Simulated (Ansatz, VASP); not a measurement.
**C in VASP and in Ansatz**

INCAR

```
SYSTEM = C
PREC = Accurate
ENCUT = 520
EDIFF = 1E-6
ISMEAR = -1
SIGMA = 0.05
LREAL = .FALSE.
LASPH = .TRUE.
NELM = 100
ALGO = Normal
ISIF = 2
LWAVE = .FALSE.
LCHARG = .TRUE.
GGA = PE
LELF = .TRUE.
LVHAR = .TRUE.
NBANDS = 11
```

File KPOINTS:

```
Automatic mesh
0
G
  11 11 11
  0 0 0
```

POSCAR

```
C
1.0
    0.0000000000      1.7833700000      1.8190374000
    1.7833700000      0.0000000000      1.8190374000
    1.7833700000      1.7833700000      0.0000000000
C
2
Direct
    0.7500000000      0.7500000000      0.7500000000
    0.5000000000      0.5000000000      0.5000000000
```

The input input.yaml:

```yaml
crystal:
  lattice:
    - [0.0, 1.78337, 1.8190374]
    - [1.78337, 0.0, 1.8190374]
    - [1.78337, 1.78337, 0.0]
  atoms:
    - { symbol: C, position: [0.75, 0.75, 0.75] }
    - { symbol: C, position: [0.5, 0.5, 0.5] }
hamiltonian:
  xc: pbe
  pseudopotentials: { kind: paw }
kpoints:
  mp_grid: { grid: [11, 11, 11] }
  band_path:
    path:
      - [[0.0, 0.0, 0.0], [-0.5, 0.0, -0.5], [-0.5, -0.2402921953, -0.7402921953], [-0.3701460977, -0.3701460977, -0.7402921953], [0.0, 0.0, 0.0], [0.5, 0.5, 0.0], [0.3701460977, 0.3701460977, -0.2597078047], [0.0, 0.0, -0.5], [-0.25, 0.25, -0.5], [0.2402921953, 0.5, -0.2597078047], [0.5, 0.5, 0.0]]
      - [[-0.5, 0.0, -0.5], [-0.25, 0.25, -0.5]]
    npoints: 14
scf:
  occupations: { method: fermi_dirac, width: 0.05 }
  n_extra_bands: 6
output:
  forces: true
  stress: true
  eigenvalues: true
  fatbands: false
```

This isn't the form of C at room conditions, which is graphite.

Alike in both runs: functional PBE; k mesh 11 × 11 × 11; occupations fermi-dirac, width 0.05 eV; no spin polarisation.

|  | VASP | Ansatz |
| --- | --- | --- |
| version | VASP 6.6.1 | Ansatz 0.2.0 |
| potentials or method | VASP PAW PBE potentials, release 64 (C) | Ansatz PAW |
| plane-wave cutoff (eV) | 520 | 420 |
| valence electrons in the cell | 8 | 8 |
| task | single point | band structure |

VASP gave:

- gap on the k mesh at the Fermi level (eV): 3.83
- least direct gap on the mesh (eV): 5.36
- pressure (GPa): -6.0
- largest component of the traceless stress (GPa): 12.26

Q: What did Ansatz give for the same quantities?

A: gap on the k mesh at the Fermi level (eV): 3.84; least direct gap on the mesh (eV): 5.36; pressure (GPa): -6.6; largest component of the traceless stress (GPa): 12.27.

With one functional, cell and mesh, what is left measures potentials, basis and numerics.

Caveats: an odd mesh through Γ misses points on the zone boundary, where band edges often lie (VASP); the pressure holds a Pulay correction of +1.0 GPa for the finite cutoff (Ansatz).
